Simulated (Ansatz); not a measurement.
A 5-atom cell of CsPbCl₃ (Pm-3m) from a materials database, relaxed with r2SCAN in Ansatz. The symmetry is Pm-3m (No. 221, cubic); conventional cell a = 5.677 Å, 36.59 Å³ an atom. Cs has 12 Cl at 4.01 Å; Pb has 6 Cl at 2.84 Å; Cl has 2 Pb at 2.84 Å and 4 Cs at 4.01 Å.

The axes x, y and z are those of this cell:
```yaml
crystal:
  lattice:
    - [4.01412, 2.31755, 3.27732]
    - [-4.01412, 2.31755, 3.27732]
    - [0.00000, -4.63511, 3.27732]
  atoms:
    - { symbol: Cs, position: [0.50000, 0.50000, 0.50000] }
    - { symbol: Pb, position: [0.00000, 0.00000, 0.00000] }
    - { symbol: Cl, position: [0.50000, 0.00005, 0.99995] }
    - { symbol: Cl, position: [0.00005, 0.99995, 0.50000] }
    - { symbol: Cl, position: [0.99995, 0.50000, 0.00005] }
```

Unstrained: With PBE the gap is 2.088 eV and direct, at R. With r2SCAN the gap is 2.463 eV and direct, at R. The HSE06 gap is direct at R: 2.787 eV. Meshes: PBE 4×4×4, r2SCAN 4×4×4, HSE06 4×4×4. Strains are changes of length per length. After each strain the atoms were relaxed again with r2SCAN within the symmetry that the strain leaves, so tilts or polar shifts that break it weren't tested; points keep the names that they have in the unstrained zone. Calculated for a static, non-magnetic cell.

(1) Apply uniaxial +2.66 % along z, other directions held. How far does the gap move, against the unstrained cell?

(2) Estimate what uniaxial +0.86 % along x, other directions held does to the gap.

(3) Apply isotropic +3.62 % on every length. How far does the gap move, against the unstrained cell?

(4) Order the strained cells by their HSE06 gap, smallest first.
A. uniaxial +0.86 % along x, other directions held
B. uniaxial +2.66 % along z, other directions held
C. isotropic +3.62 % on every length

## Answers

(1) PBE: the gap goes from 2.088 to 2.158 eV (+0.070 eV). r2SCAN: the gap goes from 2.463 to 2.536 eV (+0.073 eV). HSE06: the gap goes from 2.787 to 2.874 eV (+0.087 eV). The r2SCAN energy rises by 2.4 meV an atom.

(2) PBE: the gap goes from 2.088 to 2.095 eV (+0.007 eV). r2SCAN: the gap goes from 2.463 to 2.470 eV (+0.007 eV). HSE06: the gap goes from 2.787 to 2.799 eV (+0.012 eV). The r2SCAN energy rises by 0.3 meV an atom.

(3) PBE: the gap goes from 2.088 to 2.440 eV (+0.352 eV). r2SCAN: the gap goes from 2.463 to 2.843 eV (+0.380 eV). HSE06: the gap goes from 2.787 to 3.209 eV (+0.422 eV). The r2SCAN energy rises by 29.0 meV an atom.

(4) A (2.80 eV), B (2.87 eV), C (3.21 eV).

Spin-orbit coupling is left out; in compounds of Pb, Bi, Tl or Hg it can lower a gap by up to about 1 eV, split its edges or invert the bands.

The meshes of the hybrids are coarse, so their gaps aren't converged to the digits shown.
